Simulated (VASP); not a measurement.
**Zr: band structure with revPBE**

The system is Zr.

```
CELL_PARAMETERS angstrom
-1.81000 1.81000 1.81000
1.81000 -1.81000 1.81000
1.81000 1.81000 -1.81000
ATOMIC_POSITIONS crystal
Zr 0.00000 0.00000 0.00000
```

This isn't the form of Zr at room conditions, which is hcp.

* Program: VASP 6.6.1
* Task: band structure
* Functional: revPBE
* Potentials or basis: VASP PAW PBE potentials, release 64 (Zr_sv)
* Cutoff: 520 eV
* k mesh: 10 × 10 × 10
* Occupations: fermi-dirac, width 0.05 eV
* Spin: no spin polarisation
* Further INCAR settings: ALGO = Normal; EDIFF = 1e-06; NBANDS = 12

```json
{
 "Pressure": "-1.8 GPa",
 "Band gap along the path": "none (metal or under the smearing width)"
}
```

Levels at the corners of the path, in eV from the Fermi level:
```
point  band 2  band 3  band 4  band 5  band 6  band 7  band 8  band 9  band 10  band 11
    Γ  -26.14  -26.14  -26.14   -5.38    1.08    1.08    1.08    3.49     3.49    12.27
    H  -26.76  -26.76  -26.76   -2.50   -2.50    5.46    5.46    5.46     7.22     7.22
    H  -26.76  -26.76  -26.76   -2.50   -2.50    5.46    5.46    5.46     7.22     7.22
    N  -27.04  -26.42  -26.14   -2.76   -0.66    1.46    3.48    4.13     6.11     9.88
    N  -27.04  -26.42  -26.14   -2.76   -0.66    1.46    3.48    4.13     6.11     9.88
    Γ  -26.14  -26.14  -26.14   -5.38    1.08    1.08    1.08    3.49     3.49    12.27
    Γ  -26.14  -26.14  -26.14   -5.38    1.08    1.08    1.08    3.49     3.49    12.27
    P  -26.59  -26.59  -26.59   -0.57   -0.57   -0.57    4.25    4.25     7.27    10.14
    P  -26.59  -26.59  -26.59   -0.57   -0.57   -0.57    4.25    4.25     7.27    10.14
    H  -26.76  -26.76  -26.76   -2.50   -2.50    5.46    5.46    5.46     7.22     7.22
    P  -26.59  -26.59  -26.59   -0.57   -0.57   -0.57    4.25    4.25     7.27    10.14
    N  -27.04  -26.42  -26.14   -2.76   -0.66    1.46    3.48    4.13     6.11     9.88
```

Run time: 12 s on 1 thread of Intel(R) Xeon(R) Platinum 8488C (Sapphire Rapids), with other jobs on the host, peak memory 0.15 GiB.

Caveat: the PAW data sets were made with another functional, which shifts forces and pressure a little.
